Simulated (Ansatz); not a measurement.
The system is GaCuSe2.

```
Se Ga Cu
1.0
    -2.80955    2.80955    5.51300
     2.80955   -2.80955    5.51300
     2.80955    2.80955   -5.51300
Se Ga Cu
4 2 2
Cartesian
  1.4048 -1.4013 4.1348
  1.4013 1.4048 6.8913
  1.4048 4.2108 -1.3783
  1.4083 1.4048 1.3783
  2.8096 0.0000 2.7565
  0.0000 0.0000 5.5130
  0.0000 2.8096 2.7565
  0.0000 0.0000 0.0000
```

| Item | Value |
| --- | --- |
| Program | Ansatz 0.2.0 |
| Task | relaxation of cell and atoms |
| Functional | PBEsol |
| Potentials or basis | Ansatz PAW |
| Cutoff | 420 eV (not typed: the program's choice for these potentials) |
| k mesh | 7 × 7 × 7 |
| Occupations | fermi-dirac, width 0.05 eV |
| Spin | no spin polarisation |
| Hubbard terms | Cu d U = 2 eV |

At the start: volume 21.76 Å³/atom.

Where does the relaxation end?

It ends after 5 steps and the volume is 21.53 Å³/atom (-1.0 %); space group I-42d (No. 122, to 0.05 Å).

The path:
| step | energy change (eV) | largest force (eV/Å) | volume (Å³) |
| --- | --- | --- | --- |
| 1 | 0.0000 | 0.3202 | 174.07 |
| 2 | -0.0235 | 0.1117 | 173.08 |
| 3 | -0.0279 | 0.0023 | 172.15 |
| 4 | -0.0279 | 0.0004 | 172.27 |
| 5 | -0.0275 | 0.0003 | 172.27 |

Final structure:
```cif
data_structure
_symmetry_space_group_name_H-M 'P 1'
_symmetry_Int_Tables_number 1
_cell_length_a 6.7954
_cell_length_b 6.7954
_cell_length_c 6.7954
_cell_angle_alpha 131.518
_cell_angle_beta 131.518
_cell_angle_gamma 70.992
_cell_volume 172.27
loop_
_atom_site_label
_atom_site_type_symbol
_atom_site_fract_x
_atom_site_fract_y
_atom_site_fract_z
_atom_site_occupancy
Se1 Se 0.11906 0.62500 0.99406 1
Se2 Se 0.87500 0.88094 0.50594 1
Se3 Se 0.63094 0.12500 0.00594 1
Se4 Se 0.37500 0.36906 0.49406 1
Ga1 Ga 0.25000 0.75000 0.50000 1
Ga2 Ga 0.50000 0.50000 0.00000 1
Cu1 Cu 0.75000 0.25000 0.50000 1
Cu2 Cu 0.00000 0.00000 0.00000 1
```

Caveat: the plane-wave basis is chosen anew once the cell has moved, so the energies of steps on either side of that aren't comparable; the PAW data sets come from PBE, with cores solved anew for the run's functional, which leaves a small shift of forces and pressure.
